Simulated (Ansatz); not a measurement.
# Al2Pt: relaxation of cell and atoms with PBEsol

The system is Al2Pt.

```
CELL_PARAMETERS angstrom
0.00000 2.95500 2.95500
2.95500 0.00000 2.95500
2.95500 2.95500 0.00000
ATOMIC_POSITIONS crystal
Pt 0.00000 0.00000 0.00000
Al 0.75000 0.75000 0.75000
Al 0.25000 0.25000 0.25000
```

```yaml
Program: Ansatz 0.2.0
Task: relaxation of cell and atoms
Functional: PBEsol
Potentials_or_basis: all-electron LAPW, scalar-relativistic
Basis_error_allowed: 0.002 eV/atom
k_mesh: 8 × 8 × 8
Occupations: fermi-dirac, width 0.05 eV
Spin: no spin polarisation
Target_pressure: 10 GPa
```

```yaml
Relaxed_volume: 16.05 Å³/atom
Relaxed_cell: a = 4.083 Å, b = 4.083 Å, c = 4.083 Å, α = 60.00°, β = 60.00°, γ = 60.00°
Space_group_after_relaxing_to_0.05_Å: Fm-3m (No. 225)
Energy_change_on_relaxing_the_enthalpy_is_what_falls: +30.2 meV/atom
Ionic_steps: 5
Pressure_after_relaxing: 10.0 GPa
```

Step by step:
| step | energy change (eV) | largest force (eV/Å) | volume (Å³) |
| --- | --- | --- | --- |
| 1 | 0.0000 | 0.0000 | 51.61 |
| 2 | 0.2375 | 0.0000 | 46.39 |
| 3 | 0.0796 | 0.0000 | 48.32 |
| 4 | 0.0906 | 0.0000 | 48.14 |
| 5 | 0.0906 | 0.0000 | 48.14 |

Final structure:
```
Pt Al
1.0
     0.00000    2.88728    2.88728
     2.88728    0.00000    2.88728
     2.88728    2.88728    0.00000
Pt Al
1 2
Direct
  0.00000 0.00000 0.00000
  0.75000 0.75000 0.75000
  0.25000 0.25000 0.25000
```

Run time: 22 s on 2 threads of Arm Neoverse V2, on a shared host, peak memory 0.35 GiB.

The run has no spin-orbit coupling, so splittings on Pt are missing.
